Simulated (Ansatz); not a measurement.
# HfN (Fm-3m) in Ansatz: a series of runs

The runs below take HfN through relaxation of cell and atoms, with PBE+D4, PBEsol+D3(BJ).

Everything below comes from runs of Ansatz 0.2.0. Logs are shortened: lines on timing, memory, paths and dates and some standing lists are left out, and cuts for length are marked.

### Step 1. The structure

Symmetry: Fm-3m, No. 225, cubic system. Conventional cell: a = 4.512 Å, b = 4.512 Å, c = 4.512 Å, α = 90.00°, β = 90.00°, γ = 90.00°. Hf (site symmetry m-3m) is surrounded by 6 N at 2.26 Å. Around N (site symmetry m-3m) lie 6 Hf at 2.26 Å.

### Step 2. Relaxation of cell and atoms, PBE+D4

input.yaml

```yaml
crystal:
  lattice:
    - [0.0, 2.256, 2.256]
    - [2.256, 0.0, 2.256]
    - [2.256, 2.256, 0.0]
  atoms:
    - { symbol: Hf, position: [0.0, 0.0, 0.0] }
    - { symbol: "N", position: [0.5, 0.5, 0.5] }
hamiltonian:
  xc: pbe
  pseudopotentials: { kind: paw }
  dispersion: d4
kpoints:
  mp_grid: { grid: [10, 10, 10] }
scf:
  occupations: { method: fermi_dirac, width: 0.05 }
output:
  forces: true
  stress: true
  write_density: true
  write_potential: true
  elf: true
  volumetric_format: npy
relax:
  f_tol: 0.01
  max_steps: 40
  cell: { stress_tol: 0.05 }
```

Potentials or basis: Ansatz PAW.

Started as:

```bash
ansatz run input.yaml --threads 2 --pin off --max-ram 5632MiB --backend cpu --events-out ev --progress --plain --runs-dir out
```

What it wrote:

```text
Warning: RAYON_NUM_THREADS=2 ignored (pool sized by the plan → 2); use --threads N
Engine: ansatz 0.2.0, aarch64-unknown-linux-gnu
Pseudopotentials: kind: paw
Pseudopotential: Hf, paw, valence charge 26, recommended cutoff 420 eV (normal), Hf.paw.azcp
Pseudopotential: N, paw, valence charge 5, recommended cutoff 420 eV (normal), N.paw.azcp
Functional definition: PBE
  parameter kappa = 0.804
  parameter beta = 0.06672455060314922
  exchange = pbe_x(kappa = kappa, mu = beta*pi^2/3)
  correlation = pbe_c(beta = beta)
Crystal: 2 atoms, lattice volume = 22.964 Å³
Basis set: ecut = 420 eV, 459 PW (Γ), exchange–correlation on 48×48×48 points (8 copies of the dense FFT grid, shifted against one another)
Bands: 20, of which v1, the nominal top of the filled ones, is band 16 counted from 1 (15 counted from 0)
Symmetry: 48 space group operations
Space group: Fm-3m (ITA 225), of the structure as read, at distance tolerance 2.8e-5 Å
k-points: 47 of 1000
Non-local potential: Hf, projectors of the file, l = 0: 3, l = 1: 2, l = 2: 2, l = 3: 3
Non-local potential: N, projectors of the file, l = 0: 2, l = 1: 2, l = 2: 1
PAW form: soft (Blöchl's): semilocal exchange-correlation on the pseudo side does not see the compensation charge
PAW one-centre angular grid: Hf, 590 points (default); XC on 64 Gauss nodes
PAW one-centre angular grid: N, 110 points (default); XC on 64 Gauss nodes
Initial density: superposition of atomic densities (neutral atoms: chi_scale 0, normalization atom), corrected by the library's trained network
Initial wavefunctions: pseudopotential atomic-orbital guess
Functional: x = pbe(κ = 0.804, μ = 0.2195149727645171), c = pbe(β = 0.06672455060314922)
SCF iter   1: F=—  HF=-16109.242478 eV  |F-HF|=—  |Δ(HF+E_count)|=         —  Δρ=5.09e-3  dr2=7.23e-3  ethr=1.77e-3  ⟨swp⟩=5.0  Hψ=3853  notcnv=0
preconditioner: auto → Kerker (q_TF=auto, 2.868 Å⁻¹)  [metal: Δε(μ)=0.057 eV  Ē_g=19.047 eV  σ=0.050 eV  W_gap=0.27  n_scr=14 (ndim 8)  ℏωp=41.7 eV  f_vac=0.000  D(μ)=0.83/eV (n_scr^D=8)]
SCF iter   2: F=—  HF=-16109.240645 eV  |F-HF|=—  |Δ(HF+E_count)|=   1.83e-3  Δρ=1.27e-3  dr2=3.34e-4  ethr=2.33e-5  ⟨swp⟩=1.9  Hψ=1466  notcnv=0  defer=6
SCF iter   3: F=—  HF=-16109.240525 eV  |F-HF|=—  |Δ(HF+E_count)|=   1.20e-4  Δρ=6.88e-4  dr2=6.67e-5  ethr=1.08e-6  ⟨swp⟩=2.2  Hψ=1413  notcnv=0  defer=6
SCF iter   4: F=—  HF=-16109.240509 eV  |F-HF|=—  |Δ(HF+E_count)|=   1.63e-5  Δρ=3.19e-4  dr2=9.97e-6  ethr=2.15e-7  ⟨swp⟩=2.0  Hψ=1666  notcnv=0  defer=6
SCF iter   5: F=—  HF=-16109.240498 eV  |F-HF|=—  |Δ(HF+E_count)|=   1.10e-5  Δρ=6.59e-5  dr2=4.72e-7  ethr=3.22e-8  ⟨swp⟩=2.6  Hψ=1705  notcnv=0  defer=6
SCF iter   6: F=-16109.240497 eV  HF=-16109.240497 eV  |F-HF|=9.13e-9  |Δ(HF+E_count)|=   1.85e-7  Δρ=9.08e-6  dr2=1.16e-8  ethr=3.23e-10  ⟨swp⟩=8.8  Hψ=6699  notcnv=0
SCF 1 converged in 6 iterations: F = -16109.240497 eV  dr2 = 1.16e-8
  Residual-converged pass: ⟨swp⟩=1.0  Hψ=1130  notcnv=0  max |occ|·‖R‖ = 7.1e-9 eV (tolerance 1.0e-8 eV)  dr2=1.16e-8  dr2_onsite=3.54e-8  max |Δocc| = 1.6e-10
relax step   1: F+E_penalty+E_count = -16109.24049742 eV  Δ(F+E_penalty+E_count) = +0.000e0 eV  max|allowed force component| = 6.442e-30 eV/Å  Δτ_max = 0.0000 Å  P = +1.765 GPa  Ω = 22.964 Å³  (6 SCF iters, dr2 threshold 1.00e-7 eV, accepted)
Crystal: 2 atoms, lattice volume = 23.182 Å³
Initial density: handed on by an earlier stage of this run
Initial wavefunctions: those handed on with the density
iter 1 solved again at ethr=1.40e-6 eV; its pass at ethr=3.10e-3 eV (dr2=4.34e-4 eV) is discarded
SCF iter   1: F=—  HF=-16109.240518 eV  |F-HF|=—  |Δ(HF+E_count)|=         —  Δρ=1.33e-3  dr2=4.05e-4  ethr=1.40e-6  ⟨swp⟩=2.0  Hψ=4649  notcnv=0
preconditioner: auto → Kerker (q_TF=auto, 2.864 Å⁻¹)  [metal: Δε(μ)=0.061 eV  Ē_g=19.025 eV  σ=0.050 eV  W_gap=0.29  n_scr=14 (ndim 8)  ℏωp=41.5 eV  f_vac=0.000  D(μ)=0.82/eV (n_scr^D=8)]
SCF iter   2: F=—  HF=-16109.240434 eV  |F-HF|=—  |Δ(HF+E_count)|=   8.47e-5  Δρ=3.04e-4  dr2=2.03e-5  ethr=1.31e-6  ⟨swp⟩=2.0  Hψ=1221  notcnv=0
SCF iter   3: F=—  HF=-16109.240429 eV  |F-HF|=—  |Δ(HF+E_count)|=   4.57e-6  Δρ=1.62e-4  dr2=5.47e-6  ethr=6.56e-8  ⟨swp⟩=2.0  Hψ=1628  notcnv=0
SCF iter   4: F=—  HF=-16109.240430 eV  |F-HF|=—  |Δ(HF+E_count)|=   6.42e-7  Δρ=9.67e-5  dr2=2.26e-6  ethr=1.76e-8  ⟨swp⟩=2.0  Hψ=1504  notcnv=0
SCF iter   5: F=-16109.240429 eV  HF=-16109.240429 eV  |F-HF|=9.91e-8  |Δ(HF+E_count)|=   1.07e-6  Δρ=1.66e-5  dr2=5.87e-8  ethr=6.45e-10  ⟨swp⟩=6.6  Hψ=6546  notcnv=0
SCF 2 converged in 5 iterations: F = -16109.240429 eV  dr2 = 5.87e-8
relax step   2: F+E_penalty+E_count = -16109.24042864 eV  Δ(F+E_penalty+E_count) = +6.879e-5 eV  max|allowed force component| = 4.339e-30 eV/Å  Δτ_max = 0.0000 Å  P = -0.852 GPa  Ω = 23.182 Å³  energy of the carried Pulay correction = -6.763e-4 eV  (5 SCF iters, dr2 threshold 2.00e-7 eV, accepted)
Crystal: 2 atoms, lattice volume = 23.111 Å³
iter 1 solved again at ethr=1.41e-7 eV; its pass at ethr=3.10e-3 eV (dr2=4.37e-5 eV) is discarded
SCF iter   1: F=—  HF=-16109.240856 eV  |F-HF|=—  |Δ(HF+E_count)|=         —  Δρ=4.24e-4  dr2=4.12e-5  ethr=1.41e-7  ⟨swp⟩=2.0  Hψ=4621  notcnv=0
preconditioner: auto → Kerker (q_TF=auto, 2.865 Å⁻¹)  [metal: Δε(μ)=0.060 eV  Ē_g=19.032 eV  σ=0.050 eV  W_gap=0.29  n_scr=14 (ndim 8)  ℏωp=41.6 eV  f_vac=0.000  D(μ)=0.82/eV (n_scr^D=8)]
SCF iter   2: F=—  HF=-16109.240842 eV  |F-HF|=—  |Δ(HF+E_count)|=   1.33e-5  Δρ=9.35e-5  dr2=1.83e-6  ethr=1.33e-7  ⟨swp⟩=2.0  Hψ=1229  notcnv=0
SCF iter   3: F=—  HF=-16109.240843 eV  |F-HF|=—  |Δ(HF+E_count)|=   3.46e-7  Δρ=5.00e-5  dr2=5.07e-7  ethr=6.45e-10  ⟨swp⟩=9.0  Hψ=7461  notcnv=0
SCF iter   4: F=—  HF=-16109.240843 eV  |F-HF|=—  |Δ(HF+E_count)|=   1.57e-7  Δρ=3.26e-5  dr2=2.42e-7  ethr=6.45e-10  ⟨swp⟩=8.5  Hψ=6399  notcnv=0
SCF iter   5: F=-16109.240843 eV  HF=-16109.240843 eV  |F-HF|=9.32e-9  |Δ(HF+E_count)|=   1.17e-7  Δρ=5.82e-6  dr2=7.91e-9  ethr=6.45e-10  ⟨swp⟩=8.4  Hψ=5828  notcnv=0
SCF 3 converged in 5 iterations: F = -16109.240843 eV  dr2 = 7.91e-9
relax step   3: F+E_penalty+E_count = -16109.24084267 eV  Δ(F+E_penalty+E_count) = -4.140e-4 eV  max|allowed force component| = 2.445e-29 eV/Å  Δτ_max = 0.0000 Å  P = -0.010 GPa  Ω = 23.111 Å³  energy of the carried Pulay correction = -4.555e-4 eV  (5 SCF iters, dr2 threshold 2.00e-7 eV, accepted)
Initial wavefunctions: pseudopotential atomic-orbital guess (no wavefunctions were taken with the density)
iter 1 solved again at ethr=7.03e-9 eV; its pass at ethr=3.10e-3 eV (dr2=2.18e-6 eV) is discarded
SCF iter   1: F=—  HF=-16109.241326 eV  |F-HF|=—  |Δ(HF+E_count)|=         —  Δρ=3.63e-5  dr2=5.92e-8  ethr=7.03e-9  ⟨swp⟩=3.9  Hψ=7097  notcnv=0
preconditioner: auto → Kerker (q_TF=auto, 2.865 Å⁻¹)  [metal: Δε(μ)=0.060 eV  Ē_g=19.034 eV  σ=0.050 eV  W_gap=0.29  n_scr=14 (ndim 8)  ℏωp=41.6 eV  f_vac=0.000  D(μ)=0.82/eV (n_scr^D=8)]
SCF iter   2: F=—  HF=-16109.241322 eV  |F-HF|=—  |Δ(HF+E_count)|=   4.49e-6  Δρ=1.91e-5  dr2=2.19e-8  ethr=1.91e-10  ⟨swp⟩=2.3  Hψ=1611  notcnv=0
SCF iter   3: F=—  HF=-16109.241322 eV  |F-HF|=—  |Δ(HF+E_count)|=   1.66e-8  Δρ=1.09e-5  dr2=5.72e-9  ethr=7.05e-11  ⟨swp⟩=2.0  Hψ=1640  notcnv=0
SCF iter   4: F=—  HF=-16109.241322 eV  |F-HF|=—  |Δ(HF+E_count)|=   9.60e-9  Δρ=3.19e-6  dr2=7.02e-10  ethr=1.84e-11  ⟨swp⟩=2.0  Hψ=1677  notcnv=0
SCF iter   5: F=—  HF=-16109.241322 eV  |F-HF|=—  |Δ(HF+E_count)|=  6.02e-10  Δρ=7.39e-7  dr2=6.58e-11  ethr=2.26e-12  ⟨swp⟩=2.0  Hψ=1678  notcnv=0
SCF iter   6: F=-16109.241322 eV  HF=-16109.241322 eV  |F-HF|=5.46e-12  |Δ(HF+E_count)|=  5.46e-12  Δρ=1.58e-7  dr2=3.83e-12  ethr=1.00e-12  ⟨swp⟩=5.8  Hψ=4336  notcnv=0
SCF 4 converged in 6 iterations: F = -16109.241322 eV  dr2 = 3.83e-12
relax step   4: F+E_penalty+E_count = -16109.24132202 eV  Δ(F+E_penalty+E_count) = -4.793e-4 eV  max|allowed force component| = 2.340e-29 eV/Å  Δτ_max = 0.0000 Å  P = +0.016 GPa  Ω = 23.111 Å³  stress off target by 1.56e-2 GPa  SCF on the basis re-selected at this cell (its energy is not comparable with the rows above)  (6 SCF iters)
basis re-selected at this cell: Δ(F+E_penalty+E_count) = -4.793e-4 eV, ΔP = +0.025 GPa vs the last step (what re-selecting the basis moved, of the pressure what is left beyond the Pulay correction that the steps carried, after the strain that the cell walked since its last selection, with what the two solves' SCF thresholds leave and, on support functions, any second-order correction that the steps lacked; it is no measure of the basis error at this ecutwfc). This SCF's stress stands 1.56e-2 GPa from its target on what of the cell is left free (relax.cell.stress_tol is 5.00e-2 GPa) and its largest allowed force component is 2.34e-29 eV/Å (relax.f_tol is 1.00e-2 eV/Å): within both
SCF converged after 6 iterations
Free energy (F): -16109.241322 eV
Harris-Foulkes:  -16109.241322 eV  (|F-HF|=5.46e-12)
Internal energy: -16109.234861 eV  (E = F + TS)
E sigma→0 (E₀):  -16109.238092 eV
Entropy (-TS):   -0.006461 eV (-3.230 meV/atom)
Fermi energy:    23.878716 eV
--- Per-component energies (eV) ---
  E_band       = 180.471671
  E_kinetic    = 557.153343
  E_local      = -4726.377611  (includes V_loc(G=0)·N_el)
  E_nonlocal   = -1198.423047
  E_hartree    = 2244.381707
  E_xc         = -361.788828
  E_vxc        = -345.043666  (∫ρ·V_xc dr)
  E_paw        = -7054.774260  (= ΣΔE_a)
  E_vpaw       = 1404.399170  (= ΣTr[D̂ρ^β])
  E_aug_tail   = 0.000096  (compensation charges beyond the density's cutoff)
  E_ewald      = -5568.843437
  E_disp       = -0.562825  (pairwise vdW)
  E_smearing   = -0.006461  (= −TS)
  E_closure    = -0.000000  (closes the sum)
  Σ components = -16109.241322   (vs F -16109.241322, Δ=0.00e0)
--- Forces (eV/Å), atoms counted from 1 ---
  atom   1  Hf    -0.00000000    -0.00000000     0.00000000
  atom   2  N      0.00000000    -0.00000000     0.00000000
  max |Σ_I F_I| component: 3.13e-29 eV/Å
--- Stress (GPa, compression-positive) ---
        0.015561      -0.000000      -0.000000
       -0.000000       0.015561      -0.000000
       -0.000000      -0.000000       0.015561
  P = ⅓ Tr σ = 0.0156 GPa (0.156 kbar)
--- Band table (eV; the first three rows and the last of 47) ---
  k-point 0: bands = ["-38.9074", "-7.3135", "-7.3135", "-7.3135", "6.3170", "11.1536", "11.1536", "11.1536", "11.1861", "11.2851", "11.2851", "11.2851", "20.8863", "20.8863", "20.8863", "23.4723", "23.4723", "23.4723", "25.5695", "25.7862"]
  k-point 1: bands = ["-38.9016", "-7.4131", "-7.3217", "-7.3217", "6.5382", "11.1562", "11.1618", "11.1618", "11.1911", "11.2781", "11.2781", "11.2854", "19.9583", "20.3304", "20.3304", "23.7113", "23.8015", "23.8015", "26.2718", "26.5227"]
  k-point 2: bands = ["-38.8865", "-7.6641", "-7.3432", "-7.3432", "7.1277", "11.1712", "11.1843", "11.1843", "11.2056", "11.2609", "11.2609", "11.2861", "18.2836", "19.3139", "19.3139", "24.1069", "24.6178", "24.6178", "27.7177", "28.1782"]
  k-point 46: bands = ["-38.8268", "-7.9389", "-7.7902", "-7.6536", "7.9010", "11.2045", "11.2131", "11.2173", "11.2383", "11.2402", "11.2633", "11.2958", "17.9036", "18.2983", "18.4617", "23.8047", "26.1368", "29.1869", "29.3433", "30.0880"]
--- Relaxed structure (3 steps of the walk, 3 accepted, 1 SCFs on fresh bases) ---
  F+E_penalty+E_count = -16109.24132202 eV   max|allowed force component| = 2.340e-29 eV/Å   (the final SCF, on the basis selected at the relaxed cell)
  cell:  # Å, volume = 23.1109 Å³
    - [-3.413899262040045e-33, 2.2607994074998055, 2.2607994074998055]
    - [2.2607994074998055, -1.7196880611022615e-33, 2.2607994074998055]
    - [2.2607994074998055, 2.2607994074998055, -3.936174895411843e-33]
  atoms:
    - { symbol: Hf, position: [9.448417949905178e-37, -4.446314329379749e-37, -1.0004207241081185e-36] }
    - { symbol: N, position: [0.49999999999999994, 0.49999999999999994, 0.49999999999999994] }
```

It took 4.2 s on 2 threads of Arm Neoverse V1, shared host; peak memory 0.32 GiB.

Results:

```yaml
Free_energy: -16109.2413 eV
Relaxed_volume: 11.56 Å³/atom
Relaxed_cell: a = 3.197 Å, b = 3.197 Å, c = 3.197 Å, α = 60.00°, β = 60.00°, γ = 60.00°
Space_group_after_relaxing_to_0.05_Å: Fm-3m (No. 225)
Energy_gained_by_relaxing: 0.4 meV/atom
Ionic_steps: 4
Pressure_after_relaxing: 0.0 GPa
Band_gap_on_the_k_mesh: none (metal or under the smearing width)
```

The path:
```tsv
step	energy change (eV)	largest force (eV/Å)	volume (Å³)
1	0.0000	0.0000	22.96
2	0.0001	0.0000	23.18
3	-0.0003	0.0000	23.11
4	-0.0008	0.0000	23.11
```

Final structure:
```
Hf N
1.0
     0.00000    2.26080    2.26080
     2.26080    0.00000    2.26080
     2.26080    2.26080    0.00000
Hf N
1 1
Direct
  0.00000 0.00000 0.00000
  0.50000 0.50000 0.50000
```

Caveat: the plane-wave basis is chosen anew once the cell has moved, so the energies of steps on either side of that aren't comparable; the pressure holds a Pulay correction of +0.5 GPa for the finite cutoff; pairwise dispersion overbinds metals, which lowers pressure and volume. Spin-orbit coupling is left out, which matters for the levels of Hf.

### Step 3. Relaxation of cell and atoms, PBEsol+D3(BJ)

Edit input.yaml of step 2 so:

```diff
@@ -9,5 +9,5 @@
 hamiltonian:
-  xc: pbe
+  xc: pbesol
   pseudopotentials: { kind: paw }
-  dispersion: d4
+  dispersion: d3bj
 kpoints:
```

Potentials or basis: Ansatz PAW.

Started as:

```bash
ansatz run input.yaml --threads 2 --pin off --max-ram 5632MiB --backend cpu --events-out ev --progress --plain --runs-dir out
```

Run time: 5.8 s. Hardware: 2 threads of Arm Neoverse V1, shared host; peak memory 0.32 GiB.

It converged, with:

| Item | Value |
| --- | --- |
| Free energy | -15981.0378 eV |
| Relaxed volume | 11.18 Å³/atom |
| Relaxed cell | a = 3.163 Å, b = 3.163 Å, c = 3.163 Å, α = 60.00°, β = 60.00°, γ = 60.00° |
| Space group after relaxing (to 0.05 Å) | Fm-3m (No. 225) |
| Energy gained by relaxing | 7.1 meV/atom |
| Ionic steps | 7 |
| Pressure after relaxing | 0.0 GPa |
| Band gap on the k mesh | none (metal or under the smearing width) |

Step by step:
```csv
step,energy change (eV),largest force (eV/Å),volume (Å³)
1,0.0000,0.0000,22.96
2,-0.0128,0.0000,22.06
3,-0.0159,0.0000,22.39
4,-0.0159,0.0000,22.37
5,-0.0141,0.0000,22.37
6,-0.0141,0.0000,22.37
7,-0.0141,0.0000,22.37
```

Final structure:
```
CELL_PARAMETERS angstrom
0.00000 2.23623 2.23623
2.23623 0.00000 2.23623
2.23623 2.23623 0.00000
ATOMIC_POSITIONS crystal
Hf 0.00000 0.00000 0.00000
N 0.50000 0.50000 0.50000
```

Levels at points of the mesh, in eV from the Fermi level:
```tsv
k point	band 14	band 15	band 16	band 17	band 18	band 19
(0.00, 0.00, 0.00)	-2.96	-2.96	-0.45	-0.45	-0.45	1.96
(0.00, 0.00, -0.50)	-6.41	-6.41	3.36	3.80	3.80	4.55
(0.00, -0.50, -0.50)	-4.04	-3.66	-3.66	4.20	5.73	5.73
```

Caveat: the plane-wave basis is chosen anew once the cell has moved, so the energies of steps on either side of that aren't comparable; the pressure holds a Pulay correction of +0.5 GPa for the finite cutoff; pairwise dispersion overbinds metals, which lowers pressure and volume; the PAW data sets come from PBE, with cores solved anew for the run's functional, which leaves a small shift of forces and pressure.
